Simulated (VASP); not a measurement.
# CdIn2S4 (Cadmoindite) (Fd-3m) in VASP: further runs, part 2 of 2

VASP 6.6.1. Earlier steps stand in the parts before.

### Step 4. Relaxation of cell and atoms, PBEsol

This run uses another cell than the first one, of 22.86 Å³/atom, 1.017 times its volume.

INCAR reads:

```
PREC     = Accurate       # precision mode
ENCUT    = 600            # plane-wave cutoff, eV
EDIFF    = 1E-7           # SCF threshold, eV
ISMEAR   = 0              # smearing method
SIGMA    = 0.03           # smearing width, eV
LREAL    = False          # projectors in reciprocal space
LASPH    = True           # aspherical terms in the spheres
NELM     = 80             # most SCF steps
ALGO     = Normal         # electronic algorithm
ISIF     = 3              # what is computed and relaxed
LWAVE    = False          # write WAVECAR
LCHARG   = False          # write CHGCAR
GGA      = PS             # functional
IBRION   = 2              # ionic algorithm
NSW      = 90             # ionic steps
EDIFFG   = -0.005         # ionic threshold
KPAR     = 8
```

KPOINTS reads:

```
regular mesh
0
Gamma
  6 6 6
```

POSCAR reads:

```
CdIn2S4                                 
1.0
    0.0000000000      5.4287105893      5.4287105893
    5.4287105893      0.0000000000      5.4287105893
    5.4287105893      5.4287105893     -0.0000000000
  Cd              In              S             
     2     4     8
Direct
     0.0000000000000000    0.0000000000000000    0.0000000000000000
     0.2500000000000000    0.2500000000000000    0.2500000000000000
     0.6250000000000000    0.6250000000000000    0.6250000000000000
     0.1250000000000000    0.6250000000000000    0.6250000000000000
     0.6250000000000000    0.6250000000000000    0.1250000000000000
     0.6250000000000000    0.1250000000000000    0.6250000000000000
     0.3843966285944243    0.3843966285944243    0.3843966285944243
     0.4031898857832658    0.8656033714055757    0.8656033714055757
     0.3843966285944243    0.3843966285944243    0.8468101142167344
     0.8656033714055757    0.4031898857832658    0.8656033714055757
     0.8468101142167344    0.3843966285944243    0.3843966285944243
     0.8656033714055757    0.8656033714055757    0.8656033714055757
     0.3843966285944243    0.8468101142167344    0.3843966285944243
     0.8656033714055757    0.8656033714055757    0.4031898857832658
```

Potentials or basis: VASP PAW PBE potentials, release 64 (Cd, In_d, S).

Launch:

```console
$ cat potpaw_PBE.64/Cd/POTCAR potpaw_PBE.64/In_d/POTCAR potpaw_PBE.64/S/POTCAR > POTCAR
$ mpirun -np 8 vasp_std > vasp.out
```

OUTCAR:

```text
PREC = Accurate
   ENCUT = 600
   EDIFF = 1E-7
   ISMEAR = 0
   LREAL = False
   LASPH = True
   NELM = 80
   ISIF = 3
   GGA = PS
   IBRION = 2
   NSW = 90
   EDIFFG = -0.005

 ion  position               nearest neighbor table
   1  0.000  0.000  0.000-   8 2.53  10 2.53  14 2.53  12 2.53
   2  0.250  0.250  0.250-   9 2.53  11 2.53  13 2.53   7 2.53
   3  0.625  0.625  0.625-   8 2.62   9 2.62  10 2.62  11 2.62  13 2.62  14 2.62   4 3.84   5 3.84
                             6 3.84   5 3.84   6 3.84   4 3.84
[... 1471 lines left out ...]
      direct lattice vectors                 reciprocal lattice vectors
     0.000000000  5.428710589  5.428710589    -0.092102902  0.092102902  0.092102902
     5.428710589  0.000000000  5.428710589     0.092102902 -0.092102902  0.092102902
     5.428710589  5.428710589  0.000000000     0.092102902  0.092102902 -0.092102902

 POSITION                                       TOTAL-FORCE (eV/Angst)
 -----------------------------------------------------------------------------------
      0.00000      0.00000      0.00000        -0.000000     -0.000000     -0.000000
      2.71436      2.71436      2.71436        -0.000000     -0.000000     -0.000000
      6.78589      6.78589      6.78589        -0.000000     -0.000000     -0.000000
      6.78589      4.07153      4.07153        -0.000000     -0.000000     -0.000000
      4.07153      4.07153      6.78589        -0.000000     -0.000000     -0.000000
      4.07153      6.78589      4.07153        -0.000000     -0.000000     -0.000000
      4.17356      4.17356      4.17356         0.000573      0.000573      0.000573
      9.39822      6.88791      6.88791        -0.000573      0.000573      0.000573
      6.68387      6.68387      4.17356        -0.000573     -0.000573      0.000573
      6.88791      9.39822      6.88791         0.000573     -0.000573      0.000573
      4.17356      6.68387      6.68387         0.000573     -0.000573     -0.000573
      9.39822      9.39822      9.39822        -0.000573     -0.000573     -0.000573
      6.68387      4.17356      6.68387        -0.000573      0.000573     -0.000573
      6.88791      6.88791      9.39822         0.000573      0.000573     -0.000573
 -----------------------------------------------------------------------------------
    total drift:                                0.000000      0.000000      0.000000

  FREE ENERGIE OF THE ION-ELECTRON SYSTEM (eV)
  ---------------------------------------------------
  free  energy   TOTEN  =       -58.1271683156 eV

  energy  without entropy=      -58.1271683156  energy(sigma->0) =      -58.12716832

 reached required accuracy - stopping structural energy minimisation
```

OSZICAR:

```text
N       E                     dE             d eps       ncg     rms          rms(c)
DAV:   1     0.150668729367E+04    0.15067E+04   -0.59252E+04  2384   0.205E+03
DAV:   2     0.221372934862E+03   -0.12853E+04   -0.12486E+04  2368   0.559E+02
DAV:   3    -0.381899522354E+02   -0.25956E+03   -0.24904E+03  2770   0.226E+02
DAV:   4    -0.606685816831E+02   -0.22479E+02   -0.22213E+02  3008   0.636E+01
DAV:   5    -0.614909547736E+02   -0.82237E+00   -0.82021E+00  3064   0.132E+01    0.193E+01
DAV:   6    -0.582240691555E+02    0.32669E+01   -0.62120E+00  3246   0.296E+01    0.129E+01
DAV:   7    -0.581678907282E+02    0.56178E-01   -0.47055E+00  3400   0.962E+00    0.537E+00
DAV:   8    -0.581444317087E+02    0.23459E-01   -0.94140E-01  3142   0.732E+00    0.204E+00
DAV:   9    -0.581263671238E+02    0.18065E-01   -0.81352E-02  3256   0.275E+00    0.639E-01
DAV:  10    -0.581269975244E+02   -0.63040E-03   -0.16977E-02  3052   0.700E-01    0.288E-01
DAV:  11    -0.581270208131E+02   -0.23289E-04   -0.23463E-03  3016   0.373E-01    0.196E-01
DAV:  12    -0.581271564736E+02   -0.13566E-03   -0.35227E-04  3216   0.789E-02    0.548E-02
DAV:  13    -0.581271743556E+02   -0.17882E-04   -0.28165E-04  3160   0.123E-01    0.338E-02
DAV:  14    -0.581271686120E+02    0.57436E-05   -0.33542E-05  3272   0.344E-02    0.219E-02
DAV:  15    -0.581271681110E+02    0.50099E-06   -0.15483E-05  3296   0.194E-02    0.565E-03
DAV:  16    -0.581271683105E+02   -0.19946E-06   -0.20541E-06  2720   0.637E-03    0.363E-03
DAV:  17    -0.581271683156E+02   -0.50695E-08   -0.19270E-07  2032   0.258E-03
   1 F= -.58127168E+02 E0= -.58127168E+02  d E =-.581272E+02
```

CONTCAR:

```text
CdIn2S4
   1.00000000000000
     0.0000000000000000    5.4287105892999996    5.4287105892999996
     5.4287105892999996    0.0000000000000000    5.4287105892999996
     5.4287105892999996    5.4287105892999996    0.0000000000000000
  Cd              In              S
     2     4     8
Direct
[... 18 lines left out ...]
  0.00000000E+00  0.00000000E+00  0.00000000E+00
  0.00000000E+00  0.00000000E+00  0.00000000E+00
  0.00000000E+00  0.00000000E+00  0.00000000E+00
  0.00000000E+00  0.00000000E+00  0.00000000E+00
  0.00000000E+00  0.00000000E+00  0.00000000E+00
  0.00000000E+00  0.00000000E+00  0.00000000E+00
  0.00000000E+00  0.00000000E+00  0.00000000E+00
  0.00000000E+00  0.00000000E+00  0.00000000E+00
  0.00000000E+00  0.00000000E+00  0.00000000E+00
  0.00000000E+00  0.00000000E+00  0.00000000E+00
  0.00000000E+00  0.00000000E+00  0.00000000E+00
```

Run time: 87 s. Hardware: 8 MPI ranks of Intel Xeon 6975P-C (Granite Rapids), shared host; peak memory 0.8 GiB.

Results:

```yaml
Free_energy: -58.1272 eV
Pressure_after_relaxing: 0.0 GPa
Band_gap_on_the_k_mesh: 1.18 eV, indirect (least direct gap 1.29 eV)
```

Final structure:
```yaml
crystal:
  lattice:
    - [0.00000, 5.42871, 5.42871]
    - [5.42871, 0.00000, 5.42871]
    - [5.42871, 5.42871, 0.00000]
  atoms:
    - { symbol: Cd, position: [0.00000, 0.00000, 0.00000] }
    - { symbol: Cd, position: [0.25000, 0.25000, 0.25000] }
    - { symbol: In, position: [0.62500, 0.62500, 0.62500] }
    - { symbol: In, position: [0.12500, 0.62500, 0.62500] }
    - { symbol: In, position: [0.62500, 0.62500, 0.12500] }
    - { symbol: In, position: [0.62500, 0.12500, 0.62500] }
    - { symbol: S, position: [0.38440, 0.38440, 0.38440] }
    - { symbol: S, position: [0.40319, 0.86560, 0.86560] }
    - { symbol: S, position: [0.38440, 0.38440, 0.84681] }
    - { symbol: S, position: [0.86560, 0.40319, 0.86560] }
    - { symbol: S, position: [0.84681, 0.38440, 0.38440] }
    - { symbol: S, position: [0.86560, 0.86560, 0.86560] }
    - { symbol: S, position: [0.38440, 0.84681, 0.38440] }
    - { symbol: S, position: [0.86560, 0.86560, 0.40319] }
```

Caveat: the relaxation stopped at its first step, so nothing moved; the PAW data sets were made with another functional, which shifts forces and pressure a little; spin-orbit coupling is left out, which moves the levels of the heavy elements. A k mesh can miss the band edges.
